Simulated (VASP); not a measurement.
**InP in VASP 6.6.1, single-point calculation**

INCAR

```
SIGMA = 0.02
ENCUT = 520
LWAVE = .FALSE.
NSW = 0
PREC = Accurate
NBANDS = 16
IBRION = -1
ISMEER = 0
NELM = 94
EDIFF = 1E-7
LCHARG = .FALSE.
LREAL = .FALSE.
ISIF = 2
LASPH = .TRUE.
GGA = PE
```

KPOINTS

```
KPOINTS created by Atomic Simulation Environment
0
Gamma
8 8 8
0 0 0
```

POSCAR

```
In P
 1.0000000000000000
     0.0000000000000000    3.0128633874999999    3.0128633874999999
     3.0128633874999999    0.0000000000000000    3.0128633874999999
     3.0128633874999999    3.0128633874999999    0.0000000000000000
 In  P
   1   1
Cartesian
  0.0000000000000000  0.0000000000000000  0.0000000000000000
  1.5064316937500000  1.5064316937500000  1.5064316937500000
```

The recommended PBE PAW datasets give the neutral cell 18 valence electrons.

Command

```
mpirun -np 1 vasp_std
```

OSZICAR

```
N       E                     dE             d eps       ncg     rms          rms(c)
DAV:   1     0.115881162341E+03    0.11588E+03   -0.84318E+03   928   0.124E+03
DAV:   2    -0.442701279005E+00   -0.11632E+03   -0.11125E+03  1016   0.303E+02
DAV:   3    -0.855470481072E+01   -0.81120E+01   -0.80725E+01  1248   0.783E+01
DAV:   4    -0.877206883826E+01   -0.21736E+00   -0.21731E+00  1152   0.141E+01
DAV:   5    -0.878491555827E+01   -0.12847E-01   -0.12846E-01  1400   0.298E+00    0.498E+00
DAV:   6    -0.841484354192E+01    0.37007E+00   -0.62107E-01  1480   0.117E+01    0.299E+00
DAV:   7    -0.839386364989E+01    0.20980E-01   -0.13797E-01  1312   0.269E+00    0.117E+00
DAV:   8    -0.839465709359E+01   -0.79344E-03   -0.12638E-02  1120   0.128E+00    0.234E-01
DAV:   9    -0.839533706949E+01   -0.67998E-03   -0.12985E-03  1152   0.401E-01    0.138E-01
DAV:  10    -0.839547455146E+01   -0.13748E-03   -0.18726E-04  1336   0.138E-01    0.833E-02
DAV:  11    -0.839555682163E+01   -0.82270E-04   -0.11805E-04  1064   0.808E-02    0.334E-02
DAV:  12    -0.839555662197E+01    0.19966E-06   -0.65138E-06  1200   0.262E-02    0.102E-02
DAV:  13    -0.839555714367E+01   -0.52170E-06   -0.15082E-06  1176   0.605E-03    0.858E-03
DAV:  14    -0.839555738663E+01   -0.24296E-06   -0.24059E-07  1224   0.468E-03    0.158E-03
DAV:  15    -0.839555740112E+01   -0.14490E-07   -0.97528E-09   824   0.665E-04
   1 F= -.83955574E+01 E0= -.83955597E+01  d E =0.679442E-05
```

From OUTCAR

```
k-points           NKPTS =     29   k-points in BZ     NKDIM =     29   number of bands    NBANDS=     16

   NELECT =      18.0000    total number of electrons

   dimension x,y,z NGX =    32 NGY =   32 NGZ =   32
   dimension x,y,z NGXF=    64 NGYF=   64 NGZF=   64

  energy-cutoff  :      520.00
  volume of cell :       54.70
      direct lattice vectors                 reciprocal lattice vectors
     0.000000000  3.012863387  3.012863387    -0.165955085  0.165955085  0.165955085
     3.012863387  0.000000000  3.012863387     0.165955085 -0.165955085  0.165955085
     3.012863387  3.012863387  0.000000000     0.165955085  0.165955085 -0.165955085

 k-points in reciprocal lattice and weights: KPOINTS created by Atomic Simulation Env
   0.00000000  0.00000000  0.00000000       0.002
   0.12500000  0.00000000  0.00000000       0.016
   0.25000000  0.00000000  0.00000000       0.016
   0.37500000  0.00000000  0.00000000       0.016
   0.50000000  0.00000000  0.00000000       0.008
   0.12500000  0.12500000  0.00000000       0.012
   0.25000000  0.12500000  0.00000000       0.047
   0.37500000  0.12500000  0.00000000       0.047
   ...

 E-fermi :   4.3393

 k-point     1 :       0.0000    0.0000    0.0000
  band No.  band energies     occupation
      1      -9.7252      2.00000
      2      -9.7252      2.00000
      3      -9.7252      2.00000
      4      -9.6107      2.00000
      5      -9.6107      2.00000
      6      -6.6585      2.00000
      7       4.3224      2.00000
      8       4.3224      2.00000
      9       4.3224      2.00000
     10       4.5803     -0.00000
     11       8.4036      0.00000
     12       8.4036      0.00000
     13       8.4036      0.00000
     14      12.5275      0.00000
     15      13.6349      0.00000
     16      13.6349      0.00000

 k-point     2 :       0.1250    0.0000    0.0000
  band No.  band energies     occupation
      1      -9.7382      2.00000
      2      -9.7197      2.00000
      3      -9.7197      2.00000
      4      -9.6105      2.00000
      5      -9.6105      2.00000
      6      -6.5027      2.00000
      7       2.7555      2.00000
      8       4.1612      2.00000
      9       4.1612      2.00000
     10       5.6511      0.00000
     11       8.4935      0.00000
     12       8.6528      0.00000
     13       8.6528      0.00000
     14      13.0466      0.00000
     15      13.0466      0.00000
     16      13.2909      0.00000

 k-point     3 :       0.2500    0.0000    0.0000
  band No.  band energies     occupation
      1      -9.7686      2.00000
      2      -9.7078      2.00000
      3      -9.7078      2.00000
      4      -9.6085      2.00000
      5      -9.6085      2.00000
      6      -6.0699      2.00000
      7       1.0269      2.00000
      8       3.8348      2.00000
      9       3.8348      2.00000
     10       5.8745      0.00000
     11       9.0509      0.00000
     12       9.0509      0.00000
     13       9.4093      0.00000
     14      12.8291      0.00000
     15      12.8291      0.00000
     16      13.2837      0.00000

 ...

  Total       -0.6398189     -0.6398189     -0.6398189      0.0000000     -0.0000000      0.0000000
  in kB      -18.7412825    -18.7412825    -18.7412825      0.0000000     -0.0000000      0.0000000
  external PRESSURE =     -18.7412825 kB  Pullay stress =       0.0000000 kB

 POSITION                                       TOTAL-FORCE (eV/Angst)
 -----------------------------------------------------------------------------------
      0.00000      0.00000      0.00000        -0.000000      0.000000      0.000000
      1.50643      1.50643      1.50643         0.000000     -0.000000     -0.000000
 -----------------------------------------------------------------------------------
    total drift:                               -0.000000     -0.000000     -0.000000

  FREE ENERGIE OF THE ION-ELECTRON SYSTEM (eV)
  ---------------------------------------------------
  free  energy   TOTEN  =        -8.3955574011 eV

  energy  without entropy=       -8.3955641955  energy(sigma->0) =       -8.39555967
```

It converged. Results: gap between bands v and c on the k mesh 0.26 eV; least direct gap on the k mesh 0.26 eV; pressure -1.9 GPa. Band v is the last that the valence electrons fill when counted band by band, and c is the next.

One setting is odd (misspelt tag), but here it hardly changes the result.

On sound settings PBE gives a gap of 0.26 eV on its mesh and a pressure of -1.9 GPa for the intended cell. This run's energy (σ→0) differs from it by 0 meV an atom.

The run took about 18 s on one core of a shared host (Intel Xeon Platinum 8488C) and held 0.18 GiB at most.
